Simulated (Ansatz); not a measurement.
The system is Al2Cu.

```
CELL_PARAMETERS angstrom
-2.03034 2.03034 2.85109
2.03034 -2.03034 2.85109
2.03034 2.03034 -2.85109
ATOMIC_POSITIONS crystal
Cu 0.50000 0.50000 0.00000
Al 0.25000 0.75000 0.50000
Al 0.75000 0.25000 0.50000
```

The cell comes from a database or a generator and needn't be the stable form of this composition.

Below is the output of Ansatz 0.2.0 for this cell. Logs are shortened: lines on timing, memory, paths and dates and some standing lists are left out, and cuts for length are marked.

```text
Warning: RAYON_NUM_THREADS=2 ignored (pool sized by the plan → 2); use --threads N
LAPW: plane waves up to 7.933 Å⁻¹, error target 2.0e-3 eV per atom; small_component_spin mean_spin; Al in spheres of 1.131 Å, 11 of its electrons in bands, Dirac shells []; Cu in spheres of 1.349 Å, 19 of its electrons in bands, Dirac shells [] (how accurate: hamiltonian.pseudopotentials.lapw.basis_error, Limitations)
Engine: ansatz 0.2.0, aarch64-unknown-linux-gnu
Pseudopotentials: kind: all_electron
Pseudopotential: Cu, LAPW, valence charge 19, lapw/all_electron/scalar/gaussian/Cu, Koelling and Harmon's equation, gaussian nucleus
Pseudopotential: Al, LAPW, valence charge 11, lapw/all_electron/scalar/gaussian/Al, Koelling and Harmon's equation, gaussian nucleus
Functional definition: SPW92
  exchange = slater_x
  correlation = pw_c
Crystal: 3 atoms, lattice volume = 47.012 Å³
Basis set: ecut = 239.7423629787443 eV, 411 PW (Γ), exchange–correlation at level 2
Bands: 25, of which v1, the nominal top of the filled ones, is band 21 counted from 1 (20 counted from 0)
Symmetry: 16 space group operations
Space group: I4/mmm (ITA 139), of the structure as read, at distance tolerance 3.6e-5 Å
k-points: 75 of 729
Non-local potential: Cu, projectors of the file, none
Non-local potential: Al, projectors of the file, none
Initial density: superposition of atomic densities (chi_scale 0.1, normalization cell, long waves kept (reshape's long-wave potential 0.00 eV rms))
Initial wavefunctions: plane waves of lowest kinetic energy (no species holds an atomic orbital)
Functional: x = slater, c = lda
iter 1 solved again at ethr=2.40e-3 eV; its pass at ethr=1.00e-1 eV (dr2=9.84e-1 eV) is discarded
SCF iter   1: F=—  HF=-58133.856514 eV  |F-HF|=—  |Δ(HF+E_count)|=         —  Δρ=4.59e-2  dr2=9.89e-1  ethr=2.40e-3  ⟨swp⟩=2.0  Hψ=12431  notcnv=0
preconditioner: auto → Kerker (q_TF=auto, 2.667 Å⁻¹)  [metal: Δε(μ)=0.039 eV  Ē_g=7.428 eV  σ=0.050 eV  W_gap=0.19  n_scr=14 (ndim 8)  ℏωp=22.3 eV  f_vac=0.000  D(μ)=1.44/eV (n_scr^D=14)]
SCF iter   2: F=—  HF=-58143.066161 eV  |F-HF|=—  |Δ(HF+E_count)|=    9.21e0  Δρ=5.51e-2  dr2=2.62e0  ethr=2.40e-3  ⟨swp⟩=3.1  Hψ=6453  notcnv=0  recentre
SCF iter   3: F=—  HF=-58131.974028 eV  |F-HF|=—  |Δ(HF+E_count)|=    1.11e1  Δρ=2.50e-2  dr2=5.66e-1  ethr=2.40e-3  ⟨swp⟩=3.0  Hψ=6266  notcnv=0
SCF iter   4: F=—  HF=-58131.545627 eV  |F-HF|=—  |Δ(HF+E_count)|=   4.28e-1  Δρ=1.40e-2  dr2=1.70e-1  ethr=1.38e-3  ⟨swp⟩=2.0  Hψ=5451  notcnv=0
iter 5 solved again at ethr=1.87e-5 eV; its pass at ethr=4.14e-4 eV (dr2=7.65e-3 eV) is discarded
SCF iter   5: F=—  HF=-58131.494998 eV  |F-HF|=—  |Δ(HF+E_count)|=         —  Δρ=3.23e-3  dr2=7.65e-3  ethr=1.87e-5  ⟨swp⟩=2.0  Hψ=9239  notcnv=0
the basis was enlarged: its passes take 2.6 MiB over the memory plan, 2 of 2 planned eigensolver slots
SCF iter   6: F=—  HF=-58131.490986 eV  |F-HF|=—  |Δ(HF+E_count)|=   4.01e-3  Δρ=1.14e-3  dr2=1.07e-3  ethr=1.86e-5  ⟨swp⟩=2.0  Hψ=5111  notcnv=0
SCF iter   7: F=—  HF=-58131.489711 eV  |F-HF|=—  |Δ(HF+E_count)|=   1.28e-3  Δρ=6.82e-4  dr2=4.75e-4  ethr=2.62e-6  ⟨swp⟩=2.1  Hψ=5123  notcnv=0
SCF iter   8: F=—  HF=-58131.489727 eV  |F-HF|=—  |Δ(HF+E_count)|=   1.67e-5  Δρ=4.85e-4  dr2=2.11e-4  ethr=1.16e-6  ⟨swp⟩=2.0  Hψ=5111  notcnv=0
SCF iter   9: F=—  HF=-58131.489532 eV  |F-HF|=—  |Δ(HF+E_count)|=   1.96e-4  Δρ=8.65e-5  dr2=6.78e-6  ethr=5.15e-7  ⟨swp⟩=2.1  Hψ=5116  notcnv=0
SCF iter  10: F=-58131.489526 eV  HF=-58131.489526 eV  |F-HF|=7.55e-8  |Δ(HF+E_count)|=   5.36e-6  Δρ=1.14e-5  dr2=7.73e-8  ethr=1.65e-8  ⟨swp⟩=2.3  Hψ=5136  notcnv=0
SCF 1 converged in 10 iterations: F = -58131.489526 eV  dr2 = 7.73e-8
NSCF: frozen V_eff on 57 k-points
SCF converged after 10 iterations
Free energy (F): -58131.489526 eV
Harris-Foulkes:  -58131.489526 eV  (|F-HF|=7.55e-8)
Internal energy: -58131.476562 eV  (E = F + TS)
E sigma→0 (E₀):  -58131.483044 eV
Entropy (-TS):   -0.012964 eV (-4.321 meV/atom)
Fermi energy:    10.450132 eV
--- Per-component energies (eV) ---
  E_band       = -1477.185285
  E_kinetic    = 58896.402052
  E_xc         = -2732.788606
  E_electrostatic = -114295.090009  (all electrons and nuclei)
  E_smearing   = -0.012964  (= −TS)
  E_closure    = 0.000000  (closes the sum)
  E_atoms      = -58117.744465  (free atoms, spherical and without spin; not in F)
  Σ components = -58131.489526   (vs F -58131.489526, Δ=0.00e0)
  Basis errors (estimates in eV, not in F): energy 7.4e-4 per atom: plane waves 7.0e-4 (4.0e-4 summed), levels above the bands 7.3e-49, relativity 3.7e-9, radial functions 4.4e-5, core shells 1.8e-11; eigenvalues (radial functions only) 1.8e-6; not estimated: angular momenta, meshes, grids; target (lapw.basis_error) 2.0e-3; muffin-tin radii Al 1.131 Å, Cu 1.349 Å
--- Forces (eV/Å), atoms counted from 1 ---
  atom   1  Cu    -0.00000000     0.00000000     0.00000000
  atom   2  Al     0.00000000    -0.00000000     0.00000000
  atom   3  Al     0.00000000     0.00000000     0.00000000
  max |Σ_I F_I| component: 1.30e-18 eV/Å
--- Stress (GPa, compression-positive) ---
       -3.243842       0.000000       0.000000
        0.000000      -3.243842       0.000000
        0.000000       0.000000      -3.068080
  P = ⅓ Tr σ = -3.1853 GPa (-31.853 kbar)
--- Band table (eV; the first three rows and the last of 75) ---
  k-point 0: bands = ["-102.6010", "-91.8194", "-91.8165", "-60.4012", "-60.4012", "-60.4002", "-54.0235", "-54.0225", "-54.0225", "-54.0130", "-54.0130", "-54.0128", "0.1772", "5.8222", "5.8280", "5.8280", "6.4033", "6.4126", "13.3575", "13.3575", "13.3874", "13.4096", "13.4666", "13.4666", "14.6364"]
  k-point 1: bands = ["-102.6010", "-91.8193", "-91.8166", "-60.4013", "-60.4012", "-60.4002", "-54.0236", "-54.0226", "-54.0212", "-54.0143", "-54.0129", "-54.0127", "0.3985", "5.7614", "5.8569", "5.8636", "6.3655", "6.4291", "11.6319", "11.6910", "12.4976", "12.5865", "15.0729", "15.4066", "15.4881"]
  k-point 2: bands = ["-102.6010", "-91.8190", "-91.8169", "-60.4013", "-60.4013", "-60.4002", "-54.0238", "-54.0228", "-54.0178", "-54.0178", "-54.0126", "-54.0125", "1.0574", "5.5913", "5.9632", "5.9720", "6.2463", "6.4764", "10.2220", "10.2770", "10.4925", "11.6948", "13.3428", "17.4468", "17.6058"]
  k-point 74: bands = ["-102.6010", "-91.8183", "-91.8176", "-60.4014", "-60.4014", "-60.4002", "-54.0254", "-54.0230", "-54.0230", "-54.0125", "-54.0124", "-54.0113", "4.4083", "4.6631", "5.1737", "6.3233", "6.3904", "6.5317", "6.5667", "7.8834", "8.5962", "11.1803", "12.6219", "18.5950", "20.5405"]
```

Q: What input gives this log?

A: Band structure with LDA, no spin polarisation. The files as run (others can give the same):

input.yaml
```yaml
crystal:
  lattice:
    - [-2.0303375, 2.0303375, 2.851094]
    - [2.0303375, -2.0303375, 2.851094]
    - [2.0303375, 2.0303375, -2.851094]
  atoms:
    - { symbol: Cu, position: [0.5, 0.5, 0.0] }
    - { symbol: Al, position: [0.25, 0.75, 0.5] }
    - { symbol: Al, position: [0.75, 0.25, 0.5] }
kpoints:
  mp_grid: { grid: [9, 9, 9] }
  band_path:
    path:
      - [0.0, 0.0, 0.0]
      - [0.0, 0.0, 0.5]
      - [-0.2535615536, 0.2535615536, 0.5]
      - [-0.3767807768, 0.3767807768, 0.3767807768]
      - [0.0, 0.0, 0.0]
      - [0.5, 0.5, -0.5]
      - [0.3767807768, 0.6232192232, -0.3767807768]
      - [0.0, 0.5, 0.0]
    npoints: 8
scf:
  occupations: { method: fermi_dirac, width: 0.05 }
hamiltonian:
  xc: lda
  pseudopotentials: { kind: all_electron, lapw: { basis_error: 0.002 } }
output:
  forces: true
  stress: true
  eigenvalues: true
```

Potentials or basis: all-electron LAPW, scalar-relativistic.
Command:
```sh
$ ansatz run input.yaml --threads 2 --pin off --max-ram 8192MiB --backend cpu --events-out ev --progress --plain --runs-dir out
```
